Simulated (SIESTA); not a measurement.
A run of SIESTA 5.4.2 is set up as follows.

BN.fdf

```
SystemName                      BN
SystemLabel                     BN
NumberOfSpecies                 2
NumberOfAtoms                   2
%block ChemicalSpeciesLabel
  1   7 N
  2   5 B
%endblock ChemicalSpeciesLabel

LatticeConstant                 1.0 Ang
%block LatticeVectors
     0.0000000000     3.4953158300     2.1660912400
     1.2516321000     0.0000000000     2.1660912400
     1.2516321000     3.4953158300     0.0000000000
%endblock LatticeVectors
AtomicCoordinatesFormat         Fractional
%block AtomicCoordinatesAndAtomicSpecies
     0.6666513400     0.6666513400     0.3333486600  1  N
     0.0000486500     0.0000486500     0.9999513500  2  B
%endblock AtomicCoordinatesAndAtomicSpecies

%block kgrid.MonkhorstPack
   13   0   0  0.0
    0  13   0  0.0
    0   0  13  0.0
%endblock kgrid.MonkhorstPack
XC.Functional                   GGA
XC.Authors                      PBEsol
PAO.BasisSize                   DZP
PAO.EnergyShift                 0.003 Ry
Mesh.Cutoff                     800 Ry
OccupationFunction              FD
ElectronicTemperature           0.05 eV
MaxSCFIterations                120
SCF.MustConverge                false
SCF.Mixer.Method                Pulay
SCF.Mixer.Weight                0.25
SCF.Mixer.History               8
SCF.DM.Tolerance                5.0e-05
SCF.H.Tolerance                 1.0e-03 eV
WriteForces                     true
Charge.Mulliken                 end
BandLinesScale                  ReciprocalLatticeVectors
%block BandLines
    1    0.000000   0.000000   0.000000  \Gamma
    8   -0.500000  -0.500000   0.000000  Y
    5   -1.000000  -0.500000  -0.500000  T
    8   -0.500000   0.000000  -0.500000  Z
    5    0.000000   0.000000   0.000000  \Gamma
   11    0.000000  -0.365529  -0.365529  X
   10   -0.500000  -0.698585  -0.198585  A1
    6   -0.500000  -0.500000   0.000000  Y
    1   -1.000000  -0.500000  -0.500000  T
    4   -1.000000  -0.634471  -0.634471  X1
    1    0.000000  -0.365529  -0.365529  X
    6   -0.500000  -0.301415  -0.801415  A
    9   -0.500000   0.000000  -0.500000  Z
    1   -0.500000  -0.500000  -0.500000  L
    9    0.000000   0.000000   0.000000  \Gamma
%endblock BandLines
```

Potentials or basis: PseudoDojo 0.4 standard (PBEsol files), DZP (energy shift 0.003 Ry).

Launch:

```sh
$ siesta BN.fdf > BN.out 2>&1
```

Question: Estimate the pressure.

Answer: 5.1 GPa.

Question: What does it give for the band gap on the k mesh?

Answer: 3.77 eV, indirect (least direct gap 4.54 eV).

Levels at the corners of the path, in eV from the valence-band top:
| point | band 2 | band 3 | band 4 | band 5 | band 6 | band 7 |
| --- | --- | --- | --- | --- | --- | --- |
| Γ | -4.56 | -1.56 | -1.55 | 4.73 | 11.43 | 11.50 |
| Y | -9.25 | -4.38 | -0.58 | 5.63 | 9.42 | 12.14 |
| T | -9.06 | -4.41 | -1.52 | 3.67 | 9.89 | 15.01 |
| Z | -6.24 | -1.58 | -1.55 | 9.48 | 11.38 | 11.47 |
| Γ | -4.56 | -1.56 | -1.55 | 4.73 | 11.43 | 11.50 |
| X | -8.31 | -7.04 | -0.57 | 4.04 | 12.62 | 13.49 |
| A1 | -8.25 | -7.16 | -0.46 | 4.85 | 12.91 | 14.02 |
| Y | -9.25 | -4.38 | -0.58 | 5.63 | 9.42 | 12.14 |
| T | -9.06 | -4.41 | -1.52 | 3.67 | 9.89 | 15.01 |
| X1 | -8.31 | -7.04 | -0.57 | 4.04 | 12.62 | 13.49 |
| X | -8.31 | -7.04 | -0.57 | 4.04 | 12.62 | 13.49 |
| A | -8.25 | -7.16 | -0.46 | 4.85 | 12.91 | 14.02 |
| Z | -6.24 | -1.58 | -1.55 | 9.48 | 11.38 | 11.47 |
| L | -9.16 | -4.38 | -1.07 | 4.47 | 9.84 | 13.46 |
| Γ | -4.56 | -1.56 | -1.55 | 4.73 | 11.43 | 11.50 |

Caveat: the mesh misses the band edges, which the band path finds closer together; the basis of atomic orbitals isn't converged, which shifts pressures, moduli and gaps. Expect the measured gap to be larger: semilocal functionals such as PBEsol lack the derivative discontinuity.
